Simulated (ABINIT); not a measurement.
## BaZrO3 (Pm-3m): zone-centre phonons

Aim: the zone-centre modes of BaZrO3 (Pm-3m).

Method: DFT LDA, scalar-relativistic, plane waves, PseudoDojo norm-conserving pseudopotentials, in ABINIT 10.8.3.

**What experiment says.**

“EXAFS study of lead-free relaxor ferroelectric BaTi(1-x)Zr(x)O3 at the Zr K-edge” (2006, arxiv:cond-mat/0602127) reports for BaZrO3, cubic perovskite, by X-ray diffraction (solid-state synthesised powder, 300 K): lattice constant a (cubic cell parameter) 4.192 ± 0.001 Å.

“Broadband dielectric spectroscopy of Ba(Zr,Ti)O3: dynamics of relaxors and diffuse ferroelectrics” (2013, arxiv:1312.3131) quotes from earlier work for BaZrO3, cubic perovskite (ceramic, earlier study, 300 K): static dielectric constant (static permittivity) about 36 [polycrystalline ceramic; value quoted from the authors' earlier paper].

For BaZrO3, cubic perovskite (polycrystalline, earlier work), “Lattice dynamics and Raman spectrum of BaZrO3 single crystals” (2019, arxiv:1907.02008) quotes earlier work: infrared mode (TO1 at Gamma, T1u) 116 cm⁻¹ [Literature IR value quoted for comparison; temperature and sample not stated in passage]; infrared mode (TO2 at Gamma, T1u) 214 cm⁻¹ [Literature IR value quoted for comparison; temperature and sample not stated in passage]; infrared mode (TO3 at Gamma, T1u) 520 cm⁻¹ [Literature IR value quoted for comparison; temperature and sample not stated in passage].

Report form: the programs' logs are mostly left out.

### Step 1. The structure

The structure is cubic, space group Pm-3m (No. 221). Conventional cell: a = 4.191 Å, b = 4.191 Å, c = 4.191 Å, α = 90.00°, β = 90.00°, γ = 90.00°. Ba has 12 O at 2.96 Å nearest. Nearest to Zr lie 6 O at 2.10 Å. Nearest to O lie 2 Zr at 2.10 Å and 4 Ba at 2.96 Å. Farther neighbours and most contacts between anions are not listed.

### Step 2. A probe with smearing

A first run with smearing and empty bands tells whether the crystal has a gap, which decides between fixed occupations and smearing later on.

probe.abi reads:

```
# ground state
tolvrs 1.0d-08
prtden 1
prtwf 1

# basis, mesh and filling
ecut 36.0
ngkpt 4 4 4
nshiftk 1
shiftk 0.0 0.0 0.0
istwfk *1
occopt 7
tsmear 0.005
nband 29
nstep 100
diemac 9.0
prtebands 0
prtgsr 0
useylm 1

# cell and atoms
acell 3*1.0 Angstrom
rprim 
    4.19134 0.0 0.0
    0.0 4.19134 0.0
    0.0 0.0 4.19134
ntypat 3
znucl 56 40 8
natom 5
typat 1 2 3 3 3
xred 
    0.0 0.0 0.0
    0.5 0.5 0.5
    0.0 0.5 0.5
    0.5 0.0 0.5
    0.5 0.5 0.0
pp_dirpath "./pseudo"
pseudos "Ba.upf, Zr.upf, O.upf"
```

On the command line:

```
$ OMP_NUM_THREADS=1 mpirun -n 4 abinit probe.abi > probe.log
```

It took 19 s on 4 MPI ranks of Intel Xeon Platinum 8559C (Emerald Rapids), shared host; 75 s of CPU time.

This step gave:

```yaml
volume_per_atom: 14.73 Å³
pressure: -5.636 GPa
gap_on_the_k_mesh: 3.104 eV
```

A gap of 3.1 eV opens on this mesh, so the crystal is taken as an insulator; the printed pressure holds the stress of the finite basis too.

### Step 3. Relaxing the cell and atoms

The harmonic expansion needs vanishing forces, and a free crystal bears no stress, so cell and atoms are brought to rest. Stress is more sensitive to the basis than forces are: the last 3 Ha under the cutoff are smoothed with ecutsm, and the cutoff is raised above that of the later runs.

relax.abi reads:

```
# relaxation
ionmov 2
optcell 2
dilatmx 1.08
ntime 40
tolmxf 1.0d-05
tolvrs 1.0d-14
prtwf 0
prtden 0
chksymtnons 0

# basis, mesh and filling
ecut 44.0
ecutsm 3.0
ngkpt 6 6 6
nshiftk 1
shiftk 0.0 0.0 0.0
istwfk *1
occopt 1
nband 20
nstep 100
diemac 9.0
prtebands 0
prtgsr 0
useylm 1

# cell and atoms
acell 3*1.0 Angstrom
rprim 
    4.19134 0.0 0.0
    0.0 4.19134 0.0
    0.0 0.0 4.19134
ntypat 3
znucl 56 40 8
natom 5
typat 1 2 3 3 3
xred 
    0.0 0.0 0.0
    0.5 0.5 0.5
    0.0 0.5 0.5
    0.5 0.0 0.5
    0.5 0.5 0.0
pp_dirpath "./pseudo"
pseudos "Ba.upf, Zr.upf, O.upf"
```

On the command line:

```
$ OMP_NUM_THREADS=1 mpirun -n 4 abinit relax.abi > relax.log
```

It took 3.2 min on 4 MPI ranks.

Relaxation path:

```tsv
step	energy less that of the first step (eV)	largest force (eV/Å)	volume (Å³)
1	0.0000	0.0000	73.63
2	-0.0256	0.0000	72.53
3	-0.0342	0.0000	71.41
4	-0.0342	0.0000	71.46
```

```tsv
conventional cell, symmetrised	before	after	change
a (Å)	4.191	4.150	-1.0 %
b (Å)	4.191	4.150	-1.0 %
c (Å)	4.191	4.150	-1.0 %
volume (Å³/atom)	14.73	14.29	-2.9 %
```

Final coordinates:

```xyz
5
Lattice="4.1497 0.0000 0.0000 0.0000 4.1497 0.0000 0.0000 0.0000 4.1497" Properties=species:S:1:pos:R:3 pbc="T T T"
Ba    0.0000    0.0000    0.0000
Zr    2.0749    2.0749    2.0749
O     0.0000    2.0749    2.0749
O     2.0749    0.0000    2.0749
O     2.0749    2.0749    0.0000
```

Read from the output:

```
volume per atom : 14.29 Å³
pressure        : -0.002289 GPa
```

The volume changes by -2.9 % in this run and stands -2.9 % from the first cell.

### Step 4. Self-consistent run for the response

The response is built on these wavefunctions, so the potential is converged far more tightly than an energy would need. The mesh is shifted off Γ, since shifted meshes converge sums over the zone faster.

gs.abi reads:

```
# ground state
tolvrs 1.0d-16
prtden 1
prtwf 1

# basis, mesh and filling
ecut 36.0
ngkpt 6 6 6
nshiftk 1
shiftk 0.5 0.5 0.5
istwfk *1
occopt 1
nband 20
nstep 100
diemac 9.0
prtebands 0
prtgsr 0
useylm 1

# cell and atoms
acell 3*1.0 Angstrom
rprim 
    4.149715994 0.0 0.0
    0.0 4.149715994 0.0
    0.0 0.0 4.149715994
ntypat 3
znucl 56 40 8
natom 5
typat 1 2 3 3 3
xred 
    0.0 0.0 0.0
    0.5 0.5 0.5
    0.0 0.5 0.5
    0.5 0.0 0.5
    0.5 0.5 0.0
pp_dirpath "./pseudo"
pseudos "Ba.upf, Zr.upf, O.upf"
```

On the command line:

```
$ OMP_NUM_THREADS=1 mpirun -n 4 abinit gs.abi > gs.log
```

Elapsed: 24 s, on 4 MPI ranks; 95 s of CPU time.

Read from the output:

* pressure: -0.7879 GPa

The cell stands at -0.79 GPa: the relaxation ran with a smoothed and higher cutoff and on another k mesh.

### Step 5. The gap at rest

Empty bands on the ground state's density check that the gap assumed so far is there in this cell.

gap.abi reads:

```
# empty bands on the ground state's density
iscf -2
getden_filepath "gso_DEN"
tolwfr 1.0d-12
nbdbuf 2
prtwf 0

# basis, mesh and filling
ecut 36.0
ngkpt 6 6 6
nshiftk 1
shiftk 0.0 0.0 0.0
istwfk *1
occopt 1
nband 24
nstep 100
diemac 9.0
prtebands 0
prtgsr 0
useylm 1

# cell and atoms
acell 3*1.0 Angstrom
rprim 
    4.149715994 0.0 0.0
    0.0 4.149715994 0.0
    0.0 0.0 4.149715994
ntypat 3
znucl 56 40 8
natom 5
typat 1 2 3 3 3
xred 
    0.0 0.0 0.0
    0.5 0.5 0.5
    0.0 0.5 0.5
    0.5 0.0 0.5
    0.5 0.5 0.0
pp_dirpath "./pseudo"
pseudos "Ba.upf, Zr.upf, O.upf"
```

On the command line:

```
$ OMP_NUM_THREADS=1 mpirun -n 4 abinit gap.abi > gap.log
```

Run time: 21 s. Hardware: 4 MPI ranks.

Read from the output:

```yaml
gap_on_the_k_mesh: 3.173 eV
```

In this cell the gap on the mesh is 3.2 eV, indirect (smallest direct 3.3 eV), so fixed occupations hold.

### Step 6. Linear response at Γ

The derivative of the wavefunctions by k comes first, since the response to a field is built on it; then the field and the displacements that symmetry doesn't supply are solved at q = 0.

It reads the wavefunctions written in step 4.

dfpt_gamma.abi reads:

```
ndtset 2

# common to the responses
getwfk_filepath "gso_WFK"
kptopt 2
nqpt 1
qpt 0.0 0.0 0.0
asr 0
chneut 0

# d/dk
rfelfd1 2
rfdir1 1 1 1
iscf1 -3
tolwfr1 1.0d-20

# displacements, field
rfphon2 1
rfatpol2 1 5
rfdir2 1 1 1
rfelfd2 3
getddk2 1
tolvrs2 1.0d-10
prtwf2 0

# basis, mesh and filling
ecut 36.0
ngkpt 6 6 6
nshiftk 1
shiftk 0.5 0.5 0.5
istwfk *1
occopt 1
nband 20
nstep 100
diemac 9.0
prtebands 0
prtgsr 0
useylm 1

# cell and atoms
acell 3*1.0 Angstrom
rprim 
    4.149715994 0.0 0.0
    0.0 4.149715994 0.0
    0.0 0.0 4.149715994
ntypat 3
znucl 56 40 8
natom 5
typat 1 2 3 3 3
xred 
    0.0 0.0 0.0
    0.5 0.5 0.5
    0.0 0.5 0.5
    0.5 0.0 0.5
    0.5 0.5 0.0
pp_dirpath "./pseudo"
pseudos "Ba.upf, Zr.upf, O.upf"
```

On the command line:

```
$ OMP_NUM_THREADS=1 mpirun -n 4 abinit dfpt_gamma.abi > dfpt_gamma.log
```

Run time: 9.9 min. Hardware: 4 MPI ranks; 40 min of CPU time.

Read from the output:

```yaml
miss_of_the_charge_sum_rule: 0.007841 e
largest_acoustic_frequency_at_the_zone_centre_before_the_sum_rule: 1.28 cm⁻¹
highest_optical_zone_centre_mode_no_lo_to_term: 524.9 cm⁻¹
lowest_optical_zone_centre_mode: 98.05 cm⁻¹
mean_high_frequency_dielectric_constant: 4.886
largest_born_charge_in_size_third_of_the_trace: 6.107 e
```

Born charge (rows field, columns displacement), before the sum rule (e), principal values of the symmetric part by kind of site:

```tsv
atom	atoms with these values	low	middle	high	mean
Ba1	1	2.74	2.74	2.74	2.74
Zr2	1	6.11	6.11	6.11	6.11
O3	3	-4.79	-2.02	-2.02	-2.94
```

In full for O3:

```
-4.79  0.00  0.00
 0.00 -2.02  0.00
 0.00  0.00 -2.02
```

High-frequency dielectric tensor:

```
4.89 0.00 0.00
0.00 4.89 0.00
0.00 0.00 4.89
```

The acoustic modes at Γ come out as far as 1.3 cm⁻¹ from zero, where they should vanish, a small numerical error; the Born charges miss their sum rule by 0.0078 e, which is good.

### Step 7. Modes with the sum rule

anaddb reads the merged derivatives, imposes the acoustic sum rule and charge neutrality, and adds the LO-TO term along chosen directions.

anaddb.abi reads:

```
ddb_filepath "gamma_DDB"
output_file "anaddb.abo"
outdata_prefix "anaddb"
asr 1
chneut 1
enunit 2
eivec 1
nph1l 1
qph1l 0.0 0.0 0.0 1.0
dieflag 1
nph2l 3
qph2l 
    1.0 0.0 0.0 0.0
    0.0 0.0 1.0 0.0
    1.0 1.0 1.0 0.0
```

mrgddb.in reads:

```
gamma_DDB
merged
2
dfpt_gammao_DS2_DDB
gso_DDB
```

On the command line:

```
$ mrgddb < mrgddb.in > mrgddb.log
$ OMP_NUM_THREADS=1 anaddb anaddb.abi > anaddb.log
```

It took 0.64 s on 1 thread.

This step gave:

```
lowest optical zone-centre mode      : 98.03 cm⁻¹
mean static dielectric constant      : 62.65
highest mode moved by the LO-TO term : 713.8 cm⁻¹
```

No LO-TO term; unit eigenvectors of the mass-weighted matrix, from anaddb's displacements. Modes at Γ, with each element's share of the kinetic energy:

```tsv
mode	frequency (cm⁻¹)	symmetry	Ba %	Zr %	O %
1	0.0	acoustic	50	33	17
2	0.0	acoustic	50	33	17
3	0.0	acoustic	50	33	17
4	98.0	T1u	42	9	49
5	98.0	T1u	42	9	49
6	98.0	T1u	42	9	49
7	174.5	T2u	0	0	100
8	174.5	T2u	0	0	100
9	174.5	T2u	0	0	100
10	195.7	T1u	8	55	37
11	195.7	T1u	8	55	37
12	195.7	T1u	8	55	37
13	524.9	T1u	0	2	97
14	524.9	T1u	0	2	97
15	524.9	T1u	0	2	97
```

Displacements in mode 5 (98.0 cm⁻¹), the largest set to 1:
```
Ba1  0.00 -0.49  0.00
Zr2  0.00  0.28  0.00
O3   0.00  1.00  0.00
O4   0.00  0.59  0.00
O5   0.00  1.00  0.00
```

Displacements in mode 14 (524.9 cm⁻¹), the largest set to 1:
```
Ba1  0.00  0.01  0.00
Zr2  0.00  0.07  0.00
O3   0.00  0.26  0.00
O4   0.00 -1.00  0.00
O5   0.00  0.26  0.00
```

Trace of the oscillator strength, degenerate modes summed. Infrared lines, with heights relative to the strongest:

```tsv
position (cm⁻¹)	lines merged	IR intensity, relative
98	3	57
174	3	0.0
196	3	96
525	3	100
```

Static dielectric tensor (ions relaxed, fixed cell):

```
62.65  0.00  0.00
 0.00 62.65  0.00
 0.00  0.00 62.65
```

The rule moves no optical mode by more than 0.1 cm⁻¹.

### Step 8. Results

| Quantity | Value |
| --- | --- |
| space group after relaxation | Pm-3m |
| volume per atom | 14.3 Å³ |
| highest optical zone-centre mode (no LO-TO term) | 524.9 cm⁻¹ |
| lowest optical zone-centre mode | 98.0 cm⁻¹ |
| highest mode moved by the LO-TO term | 713.8 cm⁻¹ |
| mean high-frequency dielectric constant | 4.89 |
| largest Born charge in size (third of the trace) | 6.11 e |
| mean static dielectric constant | 62.6 |
| imaginary optical modes at the zone centre (no q mesh in this session) | none |

At the LDA level the optical modes of BaZrO3 (Pm-3m) at the zone centre (no LO-TO term) run from 98 to 525 cm⁻¹. The base run prints -0.79 GPa, mostly the error of a finite basis; the relaxation, with a smoothed and higher cutoff, had brought the cell to rest. Along the directions run, the highest mode that the macroscopic field moves lies at 714 cm⁻¹. Lattice motion raises the mean dielectric constant from 4.886 to 62.65. These are harmonic frequencies at zero temperature: anharmonic shifts and linewidths and thermal expansion are left out. Spin-orbit coupling is left out, which can matter for the heavy elements here. The published file for Ba has no f projectors, which tends to make oxide cells too large.

Computed beside measured:

| quantity | measured | LDA PseudoDojo norm-conserving, ABINIT |
| --- | --- | --- |
| lattice constant a (Å) | 4.192 | 4.150 (-1.0 %) |
| static dielectric constant (mean of the tensor) | 36 | 62.65 (+74.0 %) |
| infrared mode, TO1 at Gamma, T1u (cm⁻¹) | 116 | 98 (-15.5 %) |
| infrared mode, TO2 at Gamma, T1u (cm⁻¹) | 214 | 196 (-8.6 %) |
| infrared mode, TO3 at Gamma, T1u (cm⁻¹) | 520 | 525 (+0.9 %) |

Measured values from arxiv:cond-mat/0602127 (2006), arxiv:1312.3131 (2013) and arxiv:1907.02008 (2019).

How well it matches: Measured modes were matched to the nearest mode of that symmetry; at LDA PseudoDojo norm-conserving, ABINIT, 3 of them have a partner, and the computed frequencies miss them by 8.3 % on average (mean signed -7.7 %), which is a clear miss. The lattice constant a is off by -1.0 %: fair agreement. The static dielectric constant is off by +74.0 %. The grades are ours: good and fair within 0.7 and 1.5 % for the lattice constant a, 10 and 25 % for the static dielectric constant and 3 and 7 % for the infrared mode. Zero-point motion and thermal expansion (measured at up to 300 K) are not in the computed lattice constants, static dielectric constant and infrared mode.

[Host names and launcher messages were left out of these logs when they were recorded.]

[Logs are printed without paths, hosts, clocks, repeated set-up lines and the standing remarks that a program may print on its own settings, such as how far it seeks lower states.]

[Hosts, paths, dates, database ids (printed as entryN), source tags and the programs' standing remarks are cut or masked in the printed files.]
